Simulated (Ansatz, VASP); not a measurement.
Mo: VASP beside Ansatz

Contents of INCAR:

```
PREC = Accurate
ENCUT = 520
EDIFF = 1E-6
ISMEAR = 0
SIGMA = 0.15
LREAL = F
LASPH = T
NELM = 100
ALGO = Fast
ISIF = 2
LWAVE = F
LCHARG = T
GGA = PE
LELF = T
LVHAR = T
NBANDS = 13
```

File KPOINTS:

```
regular mesh
0
Gamma
  22 22 22
```

Contents of POSCAR:

```
Mo
1.0
    0.0000000000      1.8749490608      2.1880655539
    1.8749490608      0.0000000000      2.1880655539
    1.8749490608      1.8749490608      0.0000000000
Mo
1
Direct
    0.0000000000      0.0000000000      0.0000000000
```

Input for Ansatz:

```yaml
crystal:
  lattice:
    - [0.0, 1.8749490608, 2.1880655539]
    - [1.8749490608, 0.0, 2.1880655539]
    - [1.8749490608, 1.8749490608, 0.0]
  atoms:
    - { symbol: Mo, position: [0.0, 0.0, 0.0] }
basis:
  ecutwfc: 420
kpoints:
  mp_grid: { grid: [22, 22, 22] }
hamiltonian:
  xc: pbe
scf:
  occupations: { method: gaussian, width: 0.15 }
output:
  forces: true
  stress: true
  eigenvalues: true
  write_density: true
  write_potential: true
  elf: true
  volumetric_format: npy
```

Alike in both runs: task single point; functional PBE; k mesh 22 × 22 × 22; occupations gaussian, width 0.15 eV; no spin polarisation.

|  | VASP | Ansatz |
| --- | --- | --- |
| version | VASP 6.6.1 | Ansatz 0.2.0 |
| potentials or method | VASP PAW PBE potentials, release 64 (Mo_sv) | scalar-relativistic, plane waves, PAW |
| plane-wave cutoff (eV) | 520 | 420 |
| valence electrons in the cell | 14 | 14 |

Ansatz gave:

- gap on the k mesh at the Fermi level (eV): none
- pressure (GPa): 11.7
- largest component of the traceless stress (GPa): 4.05

Problem. What did VASP give for the same quantities?

Solution. gap on the k mesh at the Fermi level (eV): none; pressure (GPa): 12.3; largest component of the traceless stress (GPa): 4.00.

A gap of «none» marks a metal or a gap that the smearing closes.
